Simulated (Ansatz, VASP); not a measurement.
Al4N3 in VASP and in Ansatz

File INCAR:

```
ALGO     = Normal         # electronic algorithm
EDIFF    = 1E-6           # SCF threshold, eV
EDIFFG   = -0.08          # ionic threshold
ENCUT    = 600            # plane-wave cutoff, eV
GGA      = PE             # functional
IBRION   = 2              # ionic algorithm
ISIF     = 3              # what is computed and relaxed
ISMEAR   = 0              # smearing method
LASPH    = T              # aspherical terms in the spheres
LCHARG   = F              # write CHGCAR
LREAL    = F              # projectors in reciprocal space
LWAVE    = F              # write WAVECAR
NELM     = 100            # most SCF steps
NSW      = 36             # ionic steps
PREC     = Accurate       # precision mode
SIGMA    = 0.2            # smearing width, eV
```

KPOINTS

```
k-points
0
Gamma
  6 6 2
```

The input POSCAR:

```
Al4N3
1.0
    3.1100000000      0.0000000000      0.0000000000
   -1.5550000000      2.6933390100      0.0000000000
    0.0000000000      0.0000000000     10.2000000000
Al N
4 3
Direct
    0.0000000000      0.0000000000      0.4920000000
    0.3333333300      0.6666666700      0.7380000000
    0.0000000000      0.0000000000      0.0000000000
    0.3333333300      0.6666666700      0.2470000000
    0.3333333300      0.6666666700      0.4340000000
    0.0000000000      0.0000000000      0.6780000000
    0.0000000000      0.0000000000      0.1860000000
```

Input for Ansatz:

```yaml
crystal:
  lattice:
    - [3.11, 0.0, 0.0]
    - [-1.555, 2.69333901, 0.0]
    - [0.0, 0.0, 10.2]
  atoms:
    - { symbol: Al, position: [0.0, 0.0, 0.492] }
    - { symbol: Al, position: [0.33333333, 0.66666667, 0.738] }
    - { symbol: Al, position: [0.0, 0.0, 0.0] }
    - { symbol: Al, position: [0.33333333, 0.66666667, 0.247] }
    - { symbol: "N", position: [0.33333333, 0.66666667, 0.434] }
    - { symbol: "N", position: [0.0, 0.0, 0.678] }
    - { symbol: "N", position: [0.0, 0.0, 0.186] }
basis:
  ecutwfc: 420
kpoints:
  mp_grid: { grid: [6, 6, 2] }
hamiltonian:
  xc: pbe
scf:
  occupations: { method: gaussian, width: 0.2 }
  lower_state_search: "off"
output:
  forces: true
  stress: true
  eigenvalues: true
relax:
  adjacent_minimum: "off"
  f_tol: 0.08
  max_steps: 16
  cell: { stress_tol: 0.8 }
```

Alike in both runs: task relaxation of cell and atoms; functional PBE; k mesh 6 × 6 × 2; occupations gaussian, width 0.2 eV; no spin polarisation.

|  | VASP | Ansatz |
| --- | --- | --- |
| version | VASP 6.6.1 | Ansatz 0.2.0 |
| potentials or method | VASP PAW PBE potentials, release 64 (Al, N) | scalar-relativistic, plane waves, PAW |
| plane-wave cutoff (eV) | 600 | 420 |
| valence electrons in the cell | 27 | 27 |

|  | VASP | Ansatz | Ansatz less VASP |
| --- | --- | --- | --- |
| gap on the k mesh at the Fermi level, each at its own relaxed structure (eV) | none | none | - |
| relaxed volume (Å³/atom) | 11.75 | 11.78 | +0.030 |
| relaxed cell length with the largest relative difference (Å) | 9.814 | 9.829 | +0.0143 |
| energy change over the relaxation (meV/atom) | -49 | -49 | +0.5 |

A gap of «none» marks a metal or a gap that the smearing closes.

Caveats: the k mesh is coarse (spacing up to 0.39 Å⁻¹), so the values aren't converged.
